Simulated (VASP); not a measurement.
# Ca (P6_3/mmc) in VASP: notebook

The runs below take Ca through single point, with PBEsol.

Program: VASP 6.6.1. These are calculated values, not measurements. Logs are shortened: lines on timing, memory, paths and dates and some standing lists are left out, and cuts for length are marked.

## 1. The structure

Symmetry: P6_3/mmc, No. 194, hexagonal system. The conventional cell has a = 3.980 Å, b = 3.980 Å, c = 6.520 Å, α = 90.00°, β = 90.00°, γ = 120.00°. Ca (site symmetry -6m2) has 12 Ca at 3.98 to 3.99 Å as nearest neighbours.

This isn't the form of Ca at room conditions, which is fcc.

## 2. Single point, PBEsol

Contents of INCAR:

```
  ALGO = Fast
  EDIFF = 1E-6
  ENCUT = 520
  GGA = PS
  ISIF = 2
  ISMEAR = 1
  LASPH = True
  LCHARG = True
  LELF = True
  LREAL = False
  LVHAR = True
  LWAVE = False
  NBANDS = 17
  NELM = 80
  PREC = Accurate
  SIGMA = 0.1
```

Contents of KPOINTS:

```
k-points
0
Gamma
  7 7 4
```

Contents of POSCAR:

```
Ca
1.0
    3.9800000000      0.0000000000      0.0000000000
   -1.9900000000      3.4467800000      0.0000000000
    0.0000000000      0.0000000000      6.5200000000
Ca
2
Direct
    0.3333333333      0.6666666667      0.2500000000
    0.6666666667      0.3333333333      0.7500000000
```

Potentials or basis: VASP PAW PBE potentials, release 64 (Ca_sv).

Command:

```sh
cat potpaw_PBE.64/Ca_sv/POTCAR > POTCAR
mpirun -np 1 vasp_std > vasp.out
```

OUTCAR:

```text
EDIFF = 1E-6
   ENCUT = 520
   GGA = PS
   ISIF = 2
   ISMEAR = 1
   LASPH = True
   LREAL = False
   NELM = 80
   PREC = Accurate

 ion  position               nearest neighbor table
   1  0.333  0.667  0.250-
   2  0.667  0.333  0.750-

  LATTYP: Found a hexagonal cell.
 ALAT       =     3.9800000000
 C/A-ratio  =     1.6381909548

  Lattice vectors:

 A1 = (   3.9800000000,   0.0000000000,   0.0000000000)
 A2 = (  -1.9900000000,   3.4467800000,   0.0000000000)
 A3 = (   0.0000000000,   0.0000000000,   6.5200000000)

Analysis of symmetry for initial positions (statically):
=====================================================================
 Subroutine PRICEL returns:
 Original cell was already a primitive cell.

 Routine SETGRP: Setting up the symmetry group for a
 hexagonal supercell.

 Subroutine GETGRP returns: Found 24 space group operations
 (whereof 12 operations were pure point group operations)
 out of a pool of 24 trial point group operations.

The static configuration has the point symmetry D_3d.
 The point group associated with its full space group is D_6h.

Analysis of symmetry for dynamics (positions and initial velocities):
=====================================================================
 Subroutine PRICEL returns:
 Original cell was already a primitive cell.

 Routine SETGRP: Setting up the symmetry group for a
 hexagonal supercell.

 Subroutine GETGRP returns: Found 24 space group operations
 (whereof 12 operations were pure point group operations)
 out of a pool of 24 trial point group operations.

The dynamic configuration has the point symmetry D_3d.
 The point group associated with its full space group is D_6h.

 Subroutine INISYM returns: Found 24 space group operations
 (whereof 12 operations are pure point group operations),
 and found     1 'primitive' translations

----------------------------------------------------------------------------------------

                                     Primitive cell

  volume of cell :      89.4426
[... 72 lines left out ...]
   total plane-waves  NPLWV =  43200
   dimension x,y,z NGX =    30 NGY =   30 NGZ =   48
   dimension x,y,z NGXF=    60 NGYF=   60 NGZF=   96
   ions per type =               2
   NGX,Y,Z   is equivalent  to a cutoff of  12.53, 12.53, 12.24 a.u.
   NGXF,Y,Z  is equivalent  to a cutoff of  25.06, 25.06, 24.48 a.u.
 SYSTEM =  unknown system
   PREC   = accura    normal or accurate (medium, high low for compatibility)
   ISTART =      0    job   : 0-new  1-cont  2-samecut
   ICHARG =      2    charge: 1-file 2-atom 10-const
   ISPIN  =      1    spin polarized calculation?
   LNONCOLLINEAR =      F non collinear calculations
   LSORBIT =      F    spin-orbit coupling
   LASPH  =      T    aspherical Exc in radial PAW
   ENCUT  =  520.0 eV  38.22 Ry    6.18 a.u.   7.40  7.40 12.12*2*pi/ulx,y,z
   NELM   =     80;   NELMIN=  2; NELMDL= -5     # of ELM steps
   EDIFF  = 0.1E-05   stopping-criterion for ELM
   LREAL  =      F    real-space projection
[... 7 lines left out ...]
   TEBEG  =    0.0;   TEEND  =   0.0 temperature during run
   PSTRESS=    0.0 pullay stress
   NELECT =      20.0000    total number of electrons
   NUPDOWN=      -1.0000    fix difference up-down
   EMIN   =  10.00;   EMAX   =-10.00  energy-range for DOS
   EFERMI =   0.00;   METHOD = LEGACY
   ISMEAR =     1;   SIGMA  =   0.10  broadening in eV -4-tet -1-fermi 0-gaus
   EFERMI_NEDOS =   21; number of points for ismear=-14 and -15
   IALGO  =     68    algorithm
   IMIX   =      4    mixing-type and parameters
     AMIX     =   0.40;   BMIX     =  1.00
     AMIX_MAG =   1.60;   BMIX_MAG =  1.00
  volume/ion in A,a.u.               =      44.72       301.79
  Fermi-wavevector in a.u.,A,eV,Ry     =   0.993658  1.877741 13.433786  0.987355
  Thomas-Fermi vector in A             =   2.125555
   LORBIT       =      0    0 simple, 1 ext, 2 COOP (PROOUT), +10 PAW based schemes
   GGA     = PS    functional components
   LHFCALC =     F    Hartree Fock is set to
   AEXX    =    0.0000 exact exchange contribution
   IVDW    =     0    specifies the selected vdW correction
   LEPSILON=     F    determine dielectric tensor
   LRPA    =     F    only Hartree local field effects (RPA)
 non-spin polarized calculation
 RMM-DIIS sequential band-by-band and
 Methfessel and Paxton  Order N= 1 SIGMA  =   0.10
  energy-cutoff  :      520.00
  volume of cell :       89.44
 maximum number of plane-waves:      2436
 NGX is ok and might be reduce to    30

 number of electron      20.0000006 magnetization

 Free energy of the ion-electron system (eV)
  ---------------------------------------------------
  ext. energy  EPLUGINS =         0.00000000
  ---------------------------------------------------
  free energy    TOTEN  =        -4.22937498 eV

  energy without entropy =       -4.22952674  energy(sigma->0) =       -4.22942557

 E-fermi :   1.7697     XC(G=0):  -7.6296

 val. band max:        1.7554040670   @ k =   0.2857   0.2857   0.0000
 cond. band min:       1.7918996754   @ k =   0.4286  -0.0000   0.2500
 fundamental gap:      0.0364956084
 Fermi energy:         1.7696509070

 k-point     1 :       0.0000    0.0000    0.0000
  band No.  band energies     occupation
      1     -40.3131      2.00000
      2     -40.3027      2.00000
      3     -21.4157      2.00000
      4     -21.3292      2.00000
      5     -21.3292      2.00000
      6     -21.3136      2.00000
[... 457 lines left out ...]
      4     -21.4046      2.00000
      5     -21.3738      2.00000
      6     -21.3738      2.00000
[... 9 lines left out ...]
     16       4.3031      0.00000
     17       5.3965      0.00000

------------------------ aborting loop because EDIFF is reached ----------------------------------------

  FORCE on cell =-STRESS in cart. coord.  units (eV):
  Direction    XX          YY          ZZ          XY          YZ          ZX
  --------------------------------------------------------------------------------------
  -------------------------------------------------------------------------------------
  Total       -0.9041372     -0.9041367     -0.4652082      0.0000000     -0.0000000      0.0000000
  in kB      -16.1957368    -16.1957264     -8.3332360      0.0000000     -0.0000000      0.0000000
  external PRESSURE =     -13.5748997 kB  Pullay stress =       0.0000000 kB

 VOLUME and BASIS-vectors are now :
 -----------------------------------------------------------------------------
  energy-cutoff  :      520.00
  volume of cell :       89.44
      direct lattice vectors                 reciprocal lattice vectors
     3.980000000  0.000000000  0.000000000     0.251256281  0.145062928  0.000000000
    -1.990000000  3.446780000  0.000000000     0.000000000  0.290125857  0.000000000
     0.000000000  0.000000000  6.520000000     0.000000000  0.000000000  0.153374233

 POSITION                                       TOTAL-FORCE (eV/Angst)
 -----------------------------------------------------------------------------------
     -0.00000      2.29785      1.63000        -0.000000     -0.000000      0.000000
      1.99000      1.14893      4.89000         0.000000      0.000000     -0.000000
 -----------------------------------------------------------------------------------
    total drift:                               -0.000000      0.000000     -0.000000

  FREE ENERGIE OF THE ION-ELECTRON SYSTEM (eV)
  ---------------------------------------------------
  free  energy   TOTEN  =        -4.2293749802 eV

  energy  without entropy=       -4.2295267368  energy(sigma->0) =       -4.22942557
```

OSZICAR:

```text
N       E                     dE             d eps       ncg     rms          rms(c)
DAV:   1     0.169959964454E+03    0.16996E+03   -0.10117E+04   816   0.105E+03
DAV:   2     0.468894814631E+01   -0.16527E+03   -0.16361E+03   926   0.312E+02
DAV:   3    -0.393514253171E+01   -0.86241E+01   -0.85888E+01  1586   0.526E+01
DAV:   4    -0.422247808467E+01   -0.28734E+00   -0.28690E+00  1011   0.103E+01
DAV:   5    -0.423863021557E+01   -0.16152E-01   -0.16147E-01  1349   0.151E+00    0.324E+00
RMM:   6    -0.423217585253E+01    0.64544E-02   -0.12999E-02   869   0.128E+00    0.199E+00
RMM:   7    -0.422905363467E+01    0.31222E-02   -0.40956E-02   904   0.243E+00    0.133E-01
RMM:   8    -0.422912857216E+01   -0.74937E-04   -0.80014E-03  1060   0.745E-01    0.336E-02
RMM:   9    -0.422929845158E+01   -0.16988E-03   -0.24411E-03  1247   0.340E-01    0.497E-02
RMM:  10    -0.422935718380E+01   -0.58732E-04   -0.41694E-04  1275   0.153E-01    0.708E-02
RMM:  11    -0.422936075802E+01   -0.35742E-05   -0.29783E-04  1261   0.122E-01    0.207E-02
RMM:  12    -0.422936944233E+01   -0.86843E-05   -0.93704E-05  1282   0.520E-02    0.178E-02
RMM:  13    -0.422937269228E+01   -0.32500E-05   -0.31376E-05  1101   0.220E-02    0.184E-02
RMM:  14    -0.422937522873E+01   -0.25365E-05   -0.11457E-05  1133   0.285E-02    0.391E-03
RMM:  15    -0.422937498015E+01    0.24858E-06   -0.53233E-06   892   0.736E-03
   1 F= -.42293750E+01 E0= -.42294256E+01  d E =0.151757E-03
```

It took 24 s on 1 thread of AMD EPYC 9R45 (Zen 5), shared host; peak memory 0.17 GiB.

Results:

```yaml
Free_energy: -4.2294 eV
Pressure: -1.4 GPa
Band_gap_on_the_k_mesh: none (metal or under the smearing width)
```

Levels at points of the mesh, in eV from the Fermi level:
| k point | band 7 | band 8 | band 9 | band 10 | band 11 | band 12 | band 13 | band 14 |
| --- | --- | --- | --- | --- | --- | --- | --- | --- |
| (0.00, 0.00, 0.00) | -23.08 | -23.07 | -4.03 | -1.10 | -0.31 | 2.12 | 2.13 | 2.13 |
| (0.00, 0.00, 0.50) | -23.09 | -23.09 | -3.06 | -3.06 | 1.28 | 1.28 | 2.12 | 2.12 |

Caveat: the PAW data sets were made with another functional, which shifts forces and pressure a little.

## 3. Single point, PBEsol

Contents of INCAR:

```
PREC     = Accurate       # precision mode
ENCUT    = 520            # plane-wave cutoff, eV
EDIFF    = 1E-6           # SCF threshold, eV
ISMEAR   = 1              # smearing method
SIGMA    = 0.1            # smearing width, eV
LREAL    = False          # projectors in reciprocal space
LASPH    = True           # aspherical terms in the spheres
NELM     = 60             # most SCF steps
ALGO     = Fast           # electronic algorithm
ISIF     = 2              # what is computed and relaxed
LWAVE    = False          # write WAVECAR
LCHARG   = False          # write CHGCAR
GGA      = PS             # functional
NBANDS   = 17             # bands
```

Contents of KPOINTS:

```
regular mesh
0
Gamma
  7 7 4
```

POSCAR is that of step 2.

Potentials or basis: VASP PAW PBE potentials, release 64 (Ca_sv).

Command:

```sh
cat potpaw_PBE.64/Ca_sv/POTCAR > POTCAR
mpirun -np 1 vasp_std > vasp.out
```

It took 23 s on 1 thread of AMD EPYC 9R45 (Zen 5), shared host; peak memory 0.17 GiB.

Results (log left out):

* Free energy: -4.2294 eV
* Pressure: -1.4 GPa
* Band gap on the k mesh: none (metal or under the smearing width)

Stress tensor (GPa, compression positive):
```
-1.62  0.00  0.00
 0.00 -1.62  0.00
 0.00  0.00 -0.83
```

Levels at points of the mesh, in eV from the Fermi level:
| k point | band 8 | band 9 | band 10 | band 11 | band 12 | band 13 |
| --- | --- | --- | --- | --- | --- | --- |
| (0.00, 0.00, 0.00) | -23.07 | -4.03 | -1.10 | -0.31 | 2.12 | 2.13 |
| (0.00, 0.00, 0.50) | -23.09 | -3.06 | -3.06 | 1.28 | 1.28 | 2.12 |

Caveat: the PAW data sets were made with another functional, which shifts forces and pressure a little.
